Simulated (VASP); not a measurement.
# Zr (Im-3m) in VASP: single point with HSE06

Aim: the single point of Zr with HSE06.

Program: VASP 6.6.1. These are calculated values, not measurements. Logs are shortened: lines on timing, memory, paths and dates and some standing lists are left out, and cuts for length are marked.

**1. The crystal as given**

It takes space group Im-3m (No. 229, cubic). The conventional cell has a = 3.523 Å, b = 3.523 Å, c = 3.523 Å, α = 90.00°, β = 90.00°, γ = 90.00°. Zr (site symmetry m-3m) is surrounded by 8 Zr at 3.05 Å.

This isn't the form of Zr at room conditions, which is hcp.

**2. Single point, HSE06**

POSCAR

```
Zr
1.0
   -1.7613000000      1.7613000000      1.7613000000
    1.7613000000     -1.7613000000      1.7613000000
    1.7613000000      1.7613000000     -1.7613000000
Zr
1
Direct
    0.0000000000      0.0000000000      0.0000000000
```

INCAR.step1

```
ALGO = Normal
EDIFF = 1E-5
ENCUT = 520
GGA = PE
ISIF = 2
ISMEAR = 0
LASPH = T
LREAL = F
LWAVE = T
NELM = 100
PREC = Accurate
SIGMA = 0.1
```

INCAR.step2

```
ALGO = Normal
EDIFF = 1E-6
ENCUT = 520
GGA = PE
HFSCREEN = 0.2
ISIF = 2
ISMEAR = 0
ISTART = 1
LASPH = T
LCHARG = T
LELF = T
LHFCALC = T
LREAL = F
LVHAR = T
LWAVE = F
NELM = 100
PREC = Accurate
PRECFOCK = Fast
SIGMA = 0.1
```

KPOINTS

```
k-points
0
Gamma
  8 8 8
```

Potentials or basis: VASP PAW PBE potentials, release 64 (Zr_sv).

The run is started by

```sh
$ cat potpaw_PBE.64/Zr_sv/POTCAR > POTCAR
$ cp INCAR.step1 INCAR
$ mpirun -np 1 vasp_std > vasp.out
$ cp INCAR.step2 INCAR
$ mpirun -np 1 vasp_std > vasp.out
```

OUTCAR:

```text
EDIFF = 1E-6
   ENCUT = 520
   GGA = PE
   HFSCREEN = 0.2
   ISIF = 2
   ISMEAR = 0
   ISTART = 1
   LASPH = T
   LHFCALC = T
   LREAL = F
   NELM = 100
   PREC = Accurate
   PRECFOCK = Fast

 ion  position               nearest neighbor table
   1  0.000  0.000  0.000-

  LATTYP: Found a body centered cubic cell.
 ALAT       =     3.5226000000

  Lattice vectors:

 A1 = (  -1.7613000000,   1.7613000000,   1.7613000000)
 A2 = (   1.7613000000,  -1.7613000000,   1.7613000000)
 A3 = (   1.7613000000,   1.7613000000,  -1.7613000000)

Analysis of symmetry for initial positions (statically):
=====================================================================
 Subroutine PRICEL returns:
 Original cell was already a primitive cell.

 Routine SETGRP: Setting up the symmetry group for a
 body centered cubic supercell.

 Subroutine GETGRP returns: Found 48 space group operations
 (whereof 48 operations were pure point group operations)
 out of a pool of 48 trial point group operations.

The static configuration has the point symmetry O_h .

Analysis of symmetry for dynamics (positions and initial velocities):
=====================================================================
 Subroutine PRICEL returns:
 Original cell was already a primitive cell.

 Routine SETGRP: Setting up the symmetry group for a
 body centered cubic supercell.

 Subroutine GETGRP returns: Found 48 space group operations
 (whereof 48 operations were pure point group operations)
 out of a pool of 48 trial point group operations.

The dynamic configuration has the point symmetry O_h .

 Subroutine INISYM returns: Found 48 space group operations
 (whereof 48 operations are pure point group operations),
 and found     1 'primitive' translations

----------------------------------------------------------------------------------------

                                     Primitive cell

  volume of cell :      21.8555

  direct lattice vectors                    reciprocal lattice vectors
    -1.761300000  1.761300000  1.761300000     0.000000000  0.283881224  0.283881224
     1.761300000 -1.761300000  1.761300000     0.283881224  0.000000000  0.283881224
     1.761300000  1.761300000 -1.761300000     0.283881224  0.283881224  0.000000000

  length of vectors
     3.050661087  3.050661087  3.050661087     0.401468677  0.401468677  0.401468677

  position of ions in fractional coordinates (direct lattice)
     0.000000000  0.000000000  0.000000000

  ion indices of the primitive-cell ions
   primitive index   ion index
                 1           1

----------------------------------------------------------------------------------------

 KPOINTS: k-points

Automatic generation of k-mesh.
 Grid dimensions read from file:
 generate k-points for:    8    8    8

 Generating k-lattice:

  Cartesian coordinates                     Fractional coordinates (reciprocal lattice)
     0.000000000  0.035485153  0.035485153     0.125000000  0.000000000  0.000000000
     0.035485153  0.000000000  0.035485153     0.000000000  0.125000000  0.000000000
     0.035485153  0.035485153  0.000000000     0.000000000  0.000000000  0.125000000

  Length of vectors
     0.050183585  0.050183585  0.050183585

  Shift w.r.t. Gamma in fractional coordinates (k-lattice)
     0.000000000  0.000000000  0.000000000

 Subroutine IBZKPT returns following result:
 ===========================================

 Found     29 irreducible k-points:

 Following reciprocal coordinates:
            Coordinates               Weight
  0.000000  0.000000  0.000000      1.000000
  0.125000  0.000000  0.000000     12.000000
  0.250000  0.000000  0.000000     12.000000
  0.375000  0.000000  0.000000     12.000000
  0.500000  0.000000  0.000000      6.000000
  0.125000  0.125000  0.000000     24.000000
[... 16 lines left out ...]
 -0.250000  0.250000  0.250000      6.000000
 -0.375000  0.375000  0.250000     24.000000
 [... further k-points ...]
   k-points           NKPTS =     29   k-points in BZ     NKDIM =    512   number of bands    NBANDS=     10
   number of dos      NEDOS =    301   number of ions     NIONS =      1
   total plane-waves  NPLWV =  13824
   dimension x,y,z NGX =    24 NGY =   24 NGZ =   24
   dimension x,y,z NGXF=    48 NGYF=   48 NGZF=   48
   ions per type =               1
   NGX,Y,Z   is equivalent  to a cutoff of  13.08, 13.08, 13.08 a.u.
   NGXF,Y,Z  is equivalent  to a cutoff of  26.16, 26.16, 26.16 a.u.
 SYSTEM =  unknown system
   PREC   = accura    normal or accurate (medium, high low for compatibility)
   ISTART =      1    job   : 0-new  1-cont  2-samecut
   ICHARG =      0    charge: 1-file 2-atom 10-const
   ISPIN  =      1    spin polarized calculation?
   LNONCOLLINEAR =      F non collinear calculations
   LSORBIT =      F    spin-orbit coupling
   LASPH  =      T    aspherical Exc in radial PAW
   ENCUT  =  520.0 eV  38.22 Ry    6.18 a.u.   5.67  5.67  5.67*2*pi/ulx,y,z
   NELM   =    100;   NELMIN=  2; NELMDL=  0     # of ELM steps
   EDIFF  = 0.1E-05   stopping-criterion for ELM
   LREAL  =      F    real-space projection
   EDIFFG = 0.1E-04   stopping-criterion for IOM
   NSW    =      0    number of steps for IOM
   IBRION =     -1    ionic relax: 0-MD 1-quasi-New 2-CG
   NFREE  =      0    steps in history (QN), initial steepest desc. (CG)
   ISIF   =      2    stress and relaxation
   ISYM   =      3    0-nonsym 1-usesym 2-fastsym
   POTIM  = 0.5000    time-step for ionic-motion
   TEBEG  =    0.0;   TEEND  =   0.0 temperature during run
   PSTRESS=    0.0 pullay stress
   NELECT =      12.0000    total number of electrons
   NUPDOWN=      -1.0000    fix difference up-down
   EMIN   =  10.00;   EMAX   =-10.00  energy-range for DOS
   EFERMI =   0.00;   METHOD = LEGACY
   ISMEAR =     0;   SIGMA  =   0.10  broadening in eV -4-tet -1-fermi 0-gaus
   EFERMI_NEDOS =   21; number of points for ismear=-14 and -15
   IALGO  =     38    algorithm
   IMIX   =      1    mixing-type and parameters
     AMIX     =   0.40;   BMIX     =  1.00
     AMIX_MAG =   1.60;   BMIX_MAG =  1.00
  volume/ion in A,a.u.               =      21.86       147.49
  Fermi-wavevector in a.u.,A,eV,Ry     =   1.340547  2.533266 24.450556  1.797065
  Thomas-Fermi vector in A             =   2.468851
   LORBIT       =      0    0 simple, 1 ext, 2 COOP (PROOUT), +10 PAW based schemes
   GGA     = PE    functional components
   LHFCALC =     T    Hartree Fock is set to
   PRECFOCK=fast      Normal, Fast or Accurate (Low or Medium for compatibility)
   ENCUT4O =  -1.0   cutoff for four orbital integrals eV
   NKREDX  =     1    reduce k-point grid by
   NKREDY  =     1    reduce k-point grid by
   NKREDZ  =     1    reduce k-point grid by
   AEXX    =    0.2500 exact exchange contribution
   HFSCREEN=    0.2000 screening length (either q_TF or 0.3 A-1)
   HFSCREENC=   0.2000 screening length for correlation (either q_TF or 0.3 A-1)
   ENCUTFOCK=  -1.0 apply spherical cutoff to Coloumb kernel
   IVDW    =     0    specifies the selected vdW correction
   LEPSILON=     F    determine dielectric tensor
   LRPA    =     F    only Hartree local field effects (RPA)
 non-spin polarized calculation
 Gauss-broadening in eV      SIGMA  =   0.10
  energy-cutoff  :      520.00
  volume of cell :       21.86
 maximum number of plane-waves:       604
  NGX = 16; NGY = 16; NGZ = 16

 number of electron      12.0000000 magnetization

 Free energy of the ion-electron system (eV)
  ---------------------------------------------------
  ext. energy  EPLUGINS =         0.00000000
  ---------------------------------------------------
  free energy    TOTEN  =        -9.61894165 eV

  energy without entropy =       -9.61073888  energy(sigma->0) =       -9.61484027

 E-fermi :   9.4172     XC(G=0):  -9.3468

 val. band max:        9.4165045490   @ k =  -0.3750   0.3750   0.1250
 cond. band min:       9.4514007531   @ k =   0.2500   0.2500   0.0000
 fundamental gap:      0.0348962041
 Fermi energy:         9.4171871740

 k-point     1 :       0.0000    0.0000    0.0000
  band No.  band energies     occupation
      1     -42.6573      2.00000
      2     -18.6123      2.00000
      3     -18.6123      2.00000
      4     -18.6123      2.00000
      5       2.9528      2.00000
      6      11.1288      0.00000
      7      11.1288      0.00000
      8      11.1288      0.00000
      9      13.9475      0.00000
     10      13.9475      0.00000

 k-point     2 :       0.1250    0.0000    0.0000
  band No.  band energies     occupation
      1     -42.6258      2.00000
      2     -18.8208      2.00000
      3     -18.6718      2.00000
      4     -18.6145      2.00000
      5       3.5820      2.00000
      6      10.6829      0.00000
      7      10.8738      0.00000
      8      11.7090      0.00000
      9      13.4289      0.00000
     10      13.9263      0.00000

 k-point     3 :       0.2500    0.0000    0.0000
  band No.  band energies     occupation
      1     -42.5490      2.00000
      2     -19.2996      2.00000
      3     -18.8121      2.00000
      4     -18.6194      2.00000
      5       5.0461      2.00000
      6       9.7564      0.00000
      7      10.0277      0.00000
      8      13.3490      0.00000
      9      13.4271      0.00000
     10      14.0297      0.00000

 k-point     4 :       0.3750    0.0000    0.0000
  band No.  band energies     occupation
      1     -42.4709      2.00000
      2     -19.7485      2.00000
      3     -18.9485      2.00000
      4     -18.6240      2.00000
      5       5.9261      2.00000
      6       8.9628      2.00000
      7      10.2903      0.00000
      8      13.8980      0.00000
      9      14.4098      0.00000
     10      15.6526      0.00000

 k-point     5 :       0.5000    0.0000    0.0000
  band No.  band energies     occupation
      1     -42.4382      2.00000
      2     -19.9271      2.00000
      3     -19.0040      2.00000
      4     -18.6258      2.00000
      5       5.9287      2.00000
      6       8.6599      2.00000
      7      11.2111      0.00000
      8      13.9622      0.00000
      9      14.7020      0.00000
     10      17.1266      0.00000

 k-point     6 :       0.1250    0.1250    0.0000
  band No.  band energies     occupation
      1     -42.5716      2.00000
      2     -19.1477      2.00000
      3     -18.7451      2.00000
      4     -18.6609      2.00000
      5       4.6734      2.00000
      6      10.0717      0.00000
      7      10.1197      0.00000
      8      12.9291      0.00000
      9      12.9852      0.00000
     10      14.2420      0.00000
[... 183 lines left out ...]
 k-point    21 :      -0.3750   -0.3750    0.1250
  band No.  band energies     occupation
      1     -42.3824      2.00000
      2     -19.5463      2.00000
      3     -19.5463      2.00000
      4     -18.8508      2.00000
      5       8.1418      2.00000
      6       8.1418      2.00000
      7       8.8544      2.00000
      8      14.2545      0.00000
      9      14.2545      0.00000
     10      19.5750      0.00000

 k-point    22 :       0.2500    0.2500    0.2500
  band No.  band energies     occupation
      1     -42.4201      2.00000
      2     -19.2764      2.00000
      3     -19.2764      2.00000
      4     -19.2764      2.00000
      5       8.6413      2.00000
      6       8.6413      2.00000
      7       8.6413      2.00000
      8      14.8580      0.00000
      9      14.8580      0.00000
     10      18.1513      0.00000

 k-point    23 :      -0.2500    0.2500    0.2500
  band No.  band energies     occupation
      1     -42.4575      2.00000
      2     -19.3338      2.00000
      3     -19.0359      2.00000
      4     -19.0359      2.00000
      5       6.6172      2.00000
      6       9.0029      2.00000
      7      11.3716      0.00000
      8      11.3716      0.00000
      9      13.1872      0.00000
     10      15.0657      0.00000

 k-point    24 :      -0.3750    0.3750    0.2500
  band No.  band energies     occupation
      1     -42.3920      2.00000
      2     -19.5806      2.00000
      3     -19.1871      2.00000
      4     -19.0813      2.00000
      5       7.2179      2.00000
      6       7.9238      2.00000
      7      11.3539      0.00000
      8      12.0260      0.00000
      9      15.1083      0.00000
     10      15.5673      0.00000

 [... further k-points ...]

------------------------ aborting loop because EDIFF is reached ----------------------------------------

  FORCE on cell =-STRESS in cart. coord.  units (eV):
  Direction    XX          YY          ZZ          XY          YZ          ZX
  --------------------------------------------------------------------------------------
  -------------------------------------------------------------------------------------
  Total        0.7958248      0.7958248      0.7958248      0.0000000     -0.0000000      0.0000000
  in kB       58.3402164     58.3402164     58.3402164      0.0000000     -0.0000000      0.0000000
  external PRESSURE =      58.3402164 kB  Pullay stress =       0.0000000 kB

 VOLUME and BASIS-vectors are now :
 -----------------------------------------------------------------------------
  energy-cutoff  :      520.00
  volume of cell :       21.86
      direct lattice vectors                 reciprocal lattice vectors
    -1.761300000  1.761300000  1.761300000     0.000000000  0.283881224  0.283881224
     1.761300000 -1.761300000  1.761300000     0.283881224  0.000000000  0.283881224
     1.761300000  1.761300000 -1.761300000     0.283881224  0.283881224  0.000000000

 POSITION                                       TOTAL-FORCE (eV/Angst)
 -----------------------------------------------------------------------------------
      0.00000      0.00000      0.00000        -0.000000     -0.000000      0.000000
 -----------------------------------------------------------------------------------
    total drift:                                0.000000      0.000000      0.000000

  FREE ENERGIE OF THE ION-ELECTRON SYSTEM (eV)
  ---------------------------------------------------
  free  energy   TOTEN  =        -9.6189416513 eV

  energy  without entropy=       -9.6107388834  energy(sigma->0) =       -9.61484027
```

Wall time 10 min (1 thread of Intel Xeon 6975P-C (Granite Rapids), shared host); peak memory 0.25 GiB.

What came out:

```yaml
Free_energy: -9.6189 eV
Pressure: 5.8 GPa
Band_gap_on_the_k_mesh: none (metal or under the smearing width)
```

Levels at points of the mesh, in eV from the Fermi level:
| k point | band 3 | band 4 | band 5 | band 6 | band 7 | band 8 | band 9 | band 10 |
| --- | --- | --- | --- | --- | --- | --- | --- | --- |
| (0.00, 0.00, 0.00) | -28.03 | -28.03 | -6.46 | 1.71 | 1.71 | 1.71 | 4.53 | 4.53 |
| (0.50, 0.00, 0.00) | -28.42 | -28.04 | -3.49 | -0.76 | 1.79 | 4.55 | 5.28 | 7.71 |
| (0.50, 0.50, 0.50) | -28.89 | -28.89 | -3.35 | -3.35 | 6.93 | 6.93 | 6.93 | 8.49 |

Caveat: the PAW data sets were made with another functional, which shifts forces and pressure a little.
